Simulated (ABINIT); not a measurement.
# TiSe (P6_3/mmc) in ABINIT: single point with PBEsol

Aim: the single point of TiSe with PBEsol.

Program: ABINIT 10.8.3 (patched build). These are calculated values, not measurements. Logs are shortened: lines on timing, memory, paths and dates and some standing lists are left out, and cuts for length are marked. The log counts tension as positive stress, the text compression.

### 1 The structure

Symmetry: P6_3/mmc, No. 194, hexagonal system. The conventional cell has a = 3.559 Å, b = 3.559 Å, c = 6.220 Å, α = 90.00°, β = 90.00°, γ = 120.00°. Se (site symmetry -6m2) is surrounded by 6 Ti at 2.58 Å. Ti (site symmetry -3m) is surrounded by 6 Se at 2.58 Å.

### 2 Single point, PBEsol

run.abi

```
pp_dirpath "./"
pseudos "Se.upf, Ti.upf"

acell 3*1.0
rprim
     6.7255352775     0.0000000000     0.0000000000
    -3.3627676388     5.8244844045     0.0000000000
     0.0000000000     0.0000000000    11.7540964952
ntypat 2
znucl 34 22
natom 4
typat 1 1 2 2
xred
     0.6666666667     0.3333333333     0.7500000000
     0.3333333333     0.6666666667     0.2500000000
     0.0000000000     0.0000000000     0.5000000000
     0.0000000000     0.0000000000     0.0000000000

ecut 39.0

kptopt 1
ngkpt 7 7 4
nshiftk 1
shiftk 0.0 0.0 0.0

ixc -116133

nband 34
occopt 3
tsmear 0.05 eV

nstep 100
tolvrs 1.0e-10

iomode 3
prtwf 0
prteig 0
prtebands 0
enunit 2
prtden 1
prtvha 1
prtvclmb 1
prtpot 1
prtelf 1
```

Potentials or basis: PseudoDojo NC SR PBEsol v0.4.1 standard.

The run is started by

```console
$ abinit run.abi > log 2>&1
```

run.abo:

```text
.Version 10.8.3 of ABINIT
 Symmetries : space group P6_3/m m c (#194); Bravais hP (primitive hexag.)
================================================================================
 Values of the parameters that define the memory need of the present run
     intxc =       0    ionmov =       0      iscf =       7    lmnmax =       6
     lnmax =       6     mgfft =      72  mpssoang =       3    mqgrid =    3305
     natom =       4  nloc_mem =       1    nspden =       1   nspinor =       1
    nsppol =       1      nsym =      24    n1xccc =    2501    ntypat =       2
    occopt =       3   xclevel =       2
       mpw =        5387          nfft =      115200          nkpt =          24
================================================================================
================================================================================

--------------------------------------------------------------------------------
------------- Echo of variables that govern the present computation ------------
--------------------------------------------------------------------------------
 -outvars: echo values of preprocessed input variables --------
            acell      1.0000000000E+00  1.0000000000E+00  1.0000000000E+00 Bohr
              amu      7.89600000E+01  4.78800000E+01
             ecut      3.90000000E+01 Hartree
           enunit           2
              ixc     -116133
         kptrlatt        7    0    0      0    7    0      0    0    4
          kptrlen      4.70163860E+01
            natom           4
            nband          34
            ngfft          40      40      72
             nkpt          24
            nstep         100
             nsym          24
           ntypat           2
           occopt           3
        prtebands           0
           prteig           0
           prtelf           1
           prtpot           1
         prtvclmb           1
           prtvha           1
            prtwf           0
            rprim      6.7255352775E+00  0.0000000000E+00  0.0000000000E+00
                      -3.3627676388E+00  5.8244844045E+00  0.0000000000E+00
                       0.0000000000E+00  0.0000000000E+00  1.1754096495E+01
          spgroup         194
           tolvrs      1.00000000E-10
           tsmear      1.83746611E-03 Hartree
            typat      1  1  2  2
           xangst      1.7794999988E+00  1.0273948033E+00  4.6649999968E+00
                      -1.7638956892E-11  2.0547896067E+00  1.5549999989E+00
                       1.6463682258E-16 -2.8515934151E-16  3.1099999979E+00
                       1.6463682258E-16 -2.8515934151E-16 -2.5895952032E-16
            xcart      3.3627676387E+00  1.9414948015E+00  8.8155723714E+00
                      -3.3332797673E-11  3.8829896030E+00  2.9385241238E+00
[... 174 lines left out ...]
    1     -0.00000000000000     0.00000000000000     0.00000000000000
    2      0.00000000000000    -0.00000000000000    -0.00000000000000
    3      0.00000000000000     0.00000000000000     0.00000000000000
    4      0.00000000000000     0.00000000000000     0.00000000000000
 frms,max,avg= 1.0631295E-26 2.8822381E-26   0.000E+00  0.000E+00  0.000E+00 e/A
 length scales=  1.000000000000  1.000000000000  1.000000000000 bohr
              =  0.529177210544  0.529177210544  0.529177210544 angstroms
 Fermi (or HOMO) energy (hartree) =   0.36040   Average Vxc (hartree)=  -0.44321
 Eigenvalues (hartree) for nkpt=  24  k points:
 kpt#   1, nband= 34, wtk=  0.00510, kpt=  0.0000  0.0000  0.0000 (reduced coord)
  -1.73994   -1.73917   -1.44018   -1.44018   -1.44016   -1.44016   -1.43975   -1.43973
  -1.43945   -1.43945   -1.43944   -1.43944   -0.87629   -0.87291   -0.87291   -0.87200
  -0.87200   -0.86754   -0.22252   -0.17085    0.07941    0.20544    0.20544    0.27513
   0.29054    0.29915    0.29915    0.34375    0.34375    0.34464    0.34464    0.40402
   0.40402    0.44707
      occupation numbers for kpt#   1
   2.00000    2.00000    2.00000    2.00000    2.00000    2.00000    2.00000    2.00000
   2.00000    2.00000    2.00000    2.00000    2.00000    2.00000    2.00000    2.00000
   2.00000    2.00000    2.00000    2.00000    2.00000    2.00000    2.00000    2.00000
   2.00000    2.00000    2.00000    1.99977    1.99977    1.99962    1.99962    0.00000
   0.00000    0.00000
 prteigrs : prtvol=0 or 1, do not print more k-points.

 Fermi (or HOMO) energy (eV) =   9.80698   Average Vxc (eV)= -12.06045
 Eigenvalues (   eV  ) for nkpt=  24  k points:
 kpt#   1, nband= 34, wtk=  0.00510, kpt=  0.0000  0.0000  0.0000 (reduced coord)
 -47.34630  -47.32530  -39.18937  -39.18937  -39.18877  -39.18877  -39.17757  -39.17706
 -39.16939  -39.16939  -39.16920  -39.16920  -23.84511  -23.75304  -23.75304  -23.72829
 -23.72829  -23.60703   -6.05500   -4.64904    2.16090    5.59039    5.59039    7.48672
   7.90592    8.14040    8.14040    9.35404    9.35404    9.37826    9.37826   10.99398
  10.99398   12.16545
 prteigrs : prtvol=0 or 1, do not print more k-points.

--- !EnergyTerms
iteration_state     : {dtset: 1, }
comment             : Components of total free energy in Hartree
kinetic             :  2.04407567050032E+02
hartree             :  8.53282398024081E+01
xc                  : -6.54563852225589E+01
Ewald energy        : -2.30980890561845E+02
psp_core            :  1.06900999762094E+01
local_psp           : -2.60533254320005E+02
non_local_psp       : -1.04443086501348E+02
internal            : -3.60987709777107E+02
'-kT*entropy'       : -9.93549846234561E-04
total_energy        : -3.60988703326953E+02
total_energy_eV     : -9.82300303666557E+03
band_energy         : -4.34656287123752E+01
...

 Cartesian components of stress tensor (hartree/bohr^3)
  sigma(1 1)=  1.47825265E-04  sigma(3 2)=  0.00000000E+00
  sigma(2 2)=  1.47825264E-04  sigma(3 1)=  0.00000000E+00
  sigma(3 3)= -1.67236907E-04  sigma(2 1)=  2.00574997E-13

-Cartesian components of stress tensor (GPa)         [Pressure= -1.2594E+00 GPa]
- sigma(1 1)=  4.34916946E+00  sigma(3 2)=  0.00000000E+00
- sigma(2 2)=  4.34916943E+00  sigma(3 1)=  0.00000000E+00
- sigma(3 3)= -4.92027969E+00  sigma(2 1)=  5.90112014E-09

== END DATASET(S) ==============================================================
================================================================================

 -outvars: echo values of variables after computation  --------
            acell      1.0000000000E+00  1.0000000000E+00  1.0000000000E+00 Bohr
           etotal     -3.6098870333E+02
            fcart     -5.6050606485E-28  4.6229761055E-29  2.2371233313E-32
                       4.0036147489E-28 -1.3868928318E-28 -6.7113699938E-32
                       8.0072294979E-29  4.6229761060E-29  2.2371233313E-32
                       8.0072294979E-29  4.6229761060E-29  2.2371233313E-32
            rprim      6.7255352775E+00  0.0000000000E+00  0.0000000000E+00
                      -3.3627676388E+00  5.8244844045E+00  0.0000000000E+00
                       0.0000000000E+00  0.0000000000E+00  1.1754096495E+01
           strten      1.4782526524E-04  1.4782526414E-04 -1.6723690746E-04
                       0.0000000000E+00  0.0000000000E+00  2.0057499665E-13
           xangst      1.7794999988E+00  1.0273948033E+00  4.6649999968E+00
                      -1.7638956892E-11  2.0547896067E+00  1.5549999989E+00
                       1.6463682258E-16 -2.8515934151E-16  3.1099999979E+00
                       1.6463682258E-16 -2.8515934151E-16 -2.5895952032E-16
             xred      6.6666666667E-01  3.3333333333E-01  7.5000000000E-01
                       3.3333333333E-01  6.6666666667E-01  2.5000000000E-01
                       0.0000000000E+00 -9.2518585385E-17  5.0000000000E-01
                       0.0000000000E+00 -9.2518585385E-17 -4.1633363423E-17
 Calculation completed.
```

Wall time 9 min (1 thread of Intel Xeon Platinum 8375C at 2.90GHz (Ice Lake), shared host); peak memory 0.15 GiB.

What came out:

```yaml
Free_energy: -9823.0030 eV
Pressure: -1.3 GPa
Band_gap_on_the_k_mesh: none (metal or under the smearing width)
Valence_electrons_inside_the_program's_atomic_spheres: Se 13.32; Ti 9.58
```

Stress tensor (GPa, compression positive):
```
-4.35  0.00  0.00
 0.00 -4.35  0.00
 0.00  0.00  4.92
```
